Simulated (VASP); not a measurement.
# Pt (Fm-3m) in VASP: notebook

The runs below take Pt through relaxation of cell and atoms, with PBE.

All numbers are computed with VASP 6.6.1; they aren't measurements. Logs are shortened: lines on timing, memory, paths and dates and some standing lists are left out, and cuts for length are marked.

### Step 1. The structure

The structure is cubic, space group Fm-3m (No. 225). Conventional cell: a = 3.922 Å, b = 3.922 Å, c = 3.922 Å, α = 90.00°, β = 90.00°, γ = 90.00°. Pt (site symmetry m-3m) has 12 Pt at 2.77 Å as nearest neighbours.

### Step 2. Relaxation of cell and atoms, PBE

Input file INCAR:

```
PREC = Accurate ; ENCUT = 520
EDIFF = 1E-7 ; ISMEAR = 0
SIGMA = 0.1 ; LREAL = F
LASPH = T ; NELM = 100
ALGO = Fast ; ISIF = 3
LWAVE = F ; LCHARG = F
GGA = PE ; IBRION = 2
NSW = 80 ; EDIFFG = -0.002
```

Input file KPOINTS:

```
regular mesh
0
Gamma
  18 18 18
```

Input file POSCAR:

```
Pt
1.0
    0.0000000000      1.9609000000      1.9609000000
    1.9609000000      0.0000000000      1.9609000000
    1.9609000000      1.9609000000      0.0000000000
Pt
1
Direct
    0.0000000000      0.0000000000      0.0000000000
```

Potentials or basis: VASP PAW PBE potentials, release 64 (Pt).

Launch:

```console
$ cat potpaw_PBE.64/Pt/POTCAR > POTCAR
$ mpirun -np 1 vasp_std > vasp.out
```

OUTCAR:

```text
PREC = Accurate
   ENCUT = 520
   EDIFF = 1E-7
   ISMEAR = 0
   LREAL = F
   LASPH = T
   NELM = 100
   ISIF = 3
   GGA = PE
   IBRION = 2
   NSW = 80
   EDIFFG = -0.002

 ion  position               nearest neighbor table
   1  0.000  0.000  0.000-

  LATTYP: Found a face centered cubic cell.
 ALAT       =     3.9218000000

  Lattice vectors:

 A1 = (   0.0000000000,   1.9609000000,   1.9609000000)
 A2 = (   1.9609000000,   0.0000000000,   1.9609000000)
 A3 = (   1.9609000000,   1.9609000000,   0.0000000000)

Analysis of symmetry for initial positions (statically):
=====================================================================
 Subroutine PRICEL returns:
 Original cell was already a primitive cell.

 Routine SETGRP: Setting up the symmetry group for a
 face centered cubic supercell.

 Subroutine GETGRP returns: Found 48 space group operations
 (whereof 48 operations were pure point group operations)
 out of a pool of 48 trial point group operations.

The static configuration has the point symmetry O_h .

Analysis of symmetry for dynamics (positions and initial velocities):
=====================================================================
 Subroutine PRICEL returns:
 Original cell was already a primitive cell.

 Routine SETGRP: Setting up the symmetry group for a
 face centered cubic supercell.

 Subroutine GETGRP returns: Found 48 space group operations
 (whereof 48 operations were pure point group operations)
 out of a pool of 48 trial point group operations.

The dynamic configuration has the point symmetry O_h .

 Subroutine INISYM returns: Found 48 space group operations
 (whereof 48 operations are pure point group operations),
 and found     1 'primitive' translations

----------------------------------------------------------------------------------------

                                     Primitive cell

  volume of cell :      15.0798

  direct lattice vectors                    reciprocal lattice vectors
     0.000000000  1.960900000  1.960900000    -0.254984956  0.254984956  0.254984956
     1.960900000  0.000000000  1.960900000     0.254984956 -0.254984956  0.254984956
     1.960900000  1.960900000  0.000000000     0.254984956  0.254984956 -0.254984956

  length of vectors
     2.773131374  2.773131374  2.773131374     0.441646899  0.441646899  0.441646899

  position of ions in fractional coordinates (direct lattice)
     0.000000000  0.000000000  0.000000000

  ion indices of the primitive-cell ions
   primitive index   ion index
                 1           1
[... 97 lines left out ...]
   GGA     = PE    functional components
   LHFCALC =     F    Hartree Fock is set to
   AEXX    =    0.0000 exact exchange contribution
   IVDW    =     0    specifies the selected vdW correction
   LEPSILON=     F    determine dielectric tensor
   LRPA    =     F    only Hartree local field effects (RPA)
 conjugate gradient relaxation of ions
 non-spin polarized calculation
 RMM-DIIS sequential band-by-band and
 Gauss-broadening in eV      SIGMA  =   0.10
  energy-cutoff  :      520.00
  volume of cell :       15.08
 maximum number of plane-waves:       419
 NGX is ok and might be reduce to    24
   NGX = 11   NGY = 11   NGZ = 11

--------------------------------------- Ionic step        1  -------------------------------------------

 number of electron      10.0000000 magnetization

 Free energy of the ion-electron system (eV)
  ---------------------------------------------------
  ext. energy  EPLUGINS =         0.00000000
  ---------------------------------------------------
  free energy    TOTEN  =        -6.08435660 eV

  energy without entropy =       -6.07369199  energy(sigma->0) =       -6.07902429

------------------------ aborting loop because EDIFF is reached ----------------------------------------

  FORCE on cell =-STRESS in cart. coord.  units (eV):
  Direction    XX          YY          ZZ          XY          YZ          ZX
  --------------------------------------------------------------------------------------
  -------------------------------------------------------------------------------------
  Total        0.8957897      0.8957897      0.8957897     -0.0000000      0.0000000      0.0000000
  in kB       95.1744341     95.1744341     95.1744341     -0.0000000      0.0000000      0.0000000
  external PRESSURE =      95.1744341 kB  Pullay stress =       0.0000000 kB
[... 22 lines left out ...]
--------------------------------------- Ionic step        2  -------------------------------------------

 number of electron      10.0000001 magnetization

 E-fermi :   8.9861     XC(G=0): -12.7384

 val. band max:        8.9853099373   @ k =   0.4444   0.1111   0.0000
 cond. band min:       8.9911827644   @ k =  -0.4444   0.2778   0.0556
 fundamental gap:      0.0058728271
 Fermi energy:         8.9860592323

 k-point     1 :       0.0000    0.0000    0.0000
  band No.  band energies     occupation
      1       0.1226      2.00000
      2       5.9099      2.00000
      3       5.9099      2.00000
      4       5.9099      2.00000
      5       7.6545      2.00000
      6       7.6545      2.00000
      7      23.8894      0.00000
      8      28.1482      0.00000
      9      28.1482      0.00000
[... 339 lines left out ...]
  FREE ENERGIE OF THE ION-ELECTRON SYSTEM (eV)
  ---------------------------------------------------
  free  energy   TOTEN  =        -6.0995465457 eV

  energy  without entropy=       -6.0882815943  energy(sigma->0) =       -6.09391407

[... ionic steps 4 to 14 ...]

--------------------------------------- Ionic step       15  -------------------------------------------

 number of electron      10.0000002 magnetization

------------------------ aborting loop because EDIFF is reached ----------------------------------------
[... 65 lines left out ...]
--------------------------------------- Ionic step       17  -------------------------------------------

 number of electron      10.0000002 magnetization

 Free energy of the ion-electron system (eV)
  ---------------------------------------------------
  ext. energy  EPLUGINS =         0.00000000
  ---------------------------------------------------
  free energy    TOTEN  =        -6.09957074 eV

  energy without entropy =       -6.08832833  energy(sigma->0) =       -6.09394954

 E-fermi :  10.6098     XC(G=0): -13.2832

 val. band max:       10.6095339312   @ k =  -0.3333   0.3889   0.1111
 cond. band min:      10.6206310288   @ k =   0.4444   0.1111   0.0000
 fundamental gap:      0.0110970976
 Fermi energy:        10.6097796436

 k-point     1 :       0.0000    0.0000    0.0000
  band No.  band energies     occupation
      1       0.7783      2.00000
      2       7.0284      2.00000
      3       7.0284      2.00000
      4       7.0284      2.00000
      5       9.0628      2.00000
      6       9.0628      2.00000
      7      25.3409      0.00000
      8      30.1112      0.00000
      9      30.1112      0.00000
[... 304 lines left out ...]
  FREE ENERGIE OF THE ION-ELECTRON SYSTEM (eV)
  ---------------------------------------------------
  free  energy   TOTEN  =        -6.0995707449 eV

  energy  without entropy=       -6.0883283343  energy(sigma->0) =       -6.09394954

 reached required accuracy - stopping structural energy minimisation
```

CONTCAR:

```text
Pt
   1.00000000000000
     0.0000000000000001    1.9837601988428364    1.9837601988428366
     1.9837601988428366   -0.0000000000000001    1.9837601988428366
     1.9837601988428366    1.9837601988428364   -0.0000000000000000
  Pt
     1
Direct
     0.0000000000000000    0.0000000000000000    0.0000000000000000

  0.00000000E+00  0.00000000E+00  0.00000000E+00
```

It took 86 s on 1 thread of Intel Xeon Platinum 8488C (Sapphire Rapids), shared host; peak memory 0.18 GiB.

Results:

```
Free energy                            : -6.0996 eV
Relaxed volume                         : 15.61 Å³/atom
Relaxed cell                           : a = 2.805 Å, b = 2.805 Å, c = 2.805 Å, α = 60.00°, β = 60.00°, γ = 60.00°
Space group after relaxing (to 0.05 Å) : Fm-3m (No. 225)
Energy gained by relaxing              : 15.2 meV/atom
Ionic steps                            : 17
Pressure after relaxing                : 0.0 GPa
Band gap on the k mesh                 : none (metal or under the smearing width)
```

Step by step:
| step | energy change (eV) | largest force (eV/Å) | pressure (GPa) | volume (Å³) |
| --- | --- | --- | --- | --- |
| 1 | 0.0000 | 0.0000 | 9.52 | 15.08 |
| 2 | 0.0772 | 0.0000 | -17.80 | 17.12 |
| 3 | -0.0152 | 0.0000 | -0.33 | 15.63 |
| 4 | -0.0152 | 0.0000 | -0.03 | 15.62 |
| 5 | -0.0152 | 0.0000 | 0.14 | 15.60 |
| 6 | -0.0152 | 0.0000 | 0.14 | 15.60 |
| 7 | -0.0152 | 0.0000 | 0.11 | 15.61 |
| 8 | -0.0152 | 0.0000 | 0.12 | 15.61 |
| 9 | -0.0152 | 0.0000 | 0.11 | 15.61 |
| 10 | -0.0152 | 0.0000 | 0.12 | 15.61 |
| 11 | -0.0152 | 0.0000 | 0.11 | 15.61 |
| 12 | -0.0152 | 0.0000 | 0.11 | 15.61 |
| 13 | -0.0152 | 0.0000 | 0.09 | 15.61 |
| 14 | -0.0152 | 0.0000 | 0.07 | 15.61 |
| 15 | -0.0152 | 0.0000 | 0.04 | 15.61 |
| 16 | -0.0152 | 0.0000 | -0.05 | 15.62 |
| 17 | -0.0152 | 0.0000 | 0.00 | 15.61 |

Final structure:
```yaml
crystal:
  lattice:
    - [0.00000, 1.98376, 1.98376]
    - [1.98376, 0.00000, 1.98376]
    - [1.98376, 1.98376, 0.00000]
  atoms:
    - { symbol: Pt, position: [0.00000, 0.00000, 0.00000] }
```

### Step 3. Relaxation of cell and atoms, PBE

This run uses another cell than the first one, of 15.61 Å³/atom, 1.035 times its volume.

INCAR is that of step 2.

KPOINTS is that of step 2.

Input file POSCAR:

```
Pt                                      
1.0
    0.0000000000      1.9837601988      1.9837601988
    1.9837601988     -0.0000000000      1.9837601988
    1.9837601988      1.9837601988     -0.0000000000
  Pt            
     1
Direct
     0.0000000000000000    0.0000000000000000    0.0000000000000000
```

Potentials or basis: VASP PAW PBE potentials, release 64 (Pt).

Launch:

```console
$ cat potpaw_PBE.64/Pt/POTCAR > POTCAR
$ mpirun -np 1 vasp_std > vasp.out
```

Run time: 16 s. Hardware: 1 thread of Intel Xeon Platinum 8488C (Sapphire Rapids), shared host; peak memory 0.16 GiB.

The run converged. Its results:

```yaml
Free_energy: -6.1001 eV
Pressure_after_relaxing: 0.0 GPa
Band_gap_on_the_k_mesh: none (metal or under the smearing width)
```

Final structure:
```cif
data_structure
_symmetry_space_group_name_H-M 'P 1'
_symmetry_Int_Tables_number 1
_cell_length_a 2.8055
_cell_length_b 2.8055
_cell_length_c 2.8055
_cell_angle_alpha 60.000
_cell_angle_beta 60.000
_cell_angle_gamma 60.000
_cell_volume 15.61
loop_
_atom_site_label
_atom_site_type_symbol
_atom_site_fract_x
_atom_site_fract_y
_atom_site_fract_z
_atom_site_occupancy
Pt1 Pt 0.00000 0.00000 0.00000 1
```

Levels at points of the mesh, in eV from the Fermi level:
| k point | band 3 | band 4 | band 5 | band 6 | band 7 | band 8 |
| --- | --- | --- | --- | --- | --- | --- |
| (0.00, 0.00, 0.00) | -3.58 | -3.58 | -1.55 | -1.55 | 14.73 | 19.50 |
| (0.50, 0.00, 0.00) | -3.64 | -0.33 | 0.03 | 0.03 | 5.58 | 14.29 |
| (0.50, 0.50, 0.00) | 0.00 | 0.45 | 0.45 | 1.85 | 8.51 | 11.28 |

Caveat: the relaxation stopped at its first step, so nothing moved.
